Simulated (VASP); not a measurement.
A run of VASP 6.6.1:

File INCAR:

```
PREC = Accurate ; ENCUT = 520
EDIFF = 1E-6 ; ISMEAR = 0
SIGMA = 0.05 ; LREAL = False
LASPH = True ; NELM = 100
ALGO = Normal ; ISIF = 2
LWAVE = False ; LCHARG = False
LDIPOL = True ; IDIPOL = 3
DIPOL = 0.5 0.5 0.500 ; GGA = PE
IVDW = 11 ; IBRION = 2
NSW = 60 ; EDIFFG = -0.01
```

The input KPOINTS:

```
regular mesh
0
Gamma
  11 11 1
```

POSCAR

```
Rh
1.0
    2.6891977995      0.0000000000      0.0000000000
   -1.3445988998      2.3289136102      0.0000000000
    0.0000000000      0.0000000000     25.9786040438
Rh
6
Selective dynamics
Direct
    0.6666666667      0.3333333333      0.2886991151  F F F
    0.3333333333      0.6666666667      0.3732194691  F F F
    0.0000000000      0.0000000000      0.4577398230  F F F
    0.6666666667      0.3333333333      0.5422601770  T T T
    0.3333333333      0.6666666667      0.6267805309  T T T
    0.0000000000      0.0000000000      0.7113008849  T T T
```

Potentials or basis: VASP PAW PBE potentials, release 64 (Rh_pv).

The run is started by

```console
$ cat potpaw_PBE.64/Rh_pv/POTCAR > POTCAR
$ mpirun -np 1 vasp_std > vasp.out
```

Hardware: 1 thread of Intel(R) Xeon(R) Platinum 8259CL CPU @ 2.50GHz (Skylake/Cascade Lake) (shared host).

Question: Estimate the wall time of this run.

Answer: Run time: 31 min on 1 thread of Intel(R) Xeon(R) Platinum 8259CL CPU @ 2.50GHz (Skylake/Cascade Lake), with other jobs on the host, peak memory 0.33 GiB. Counts: scf iterations 141, k points 16, ion steps 10.
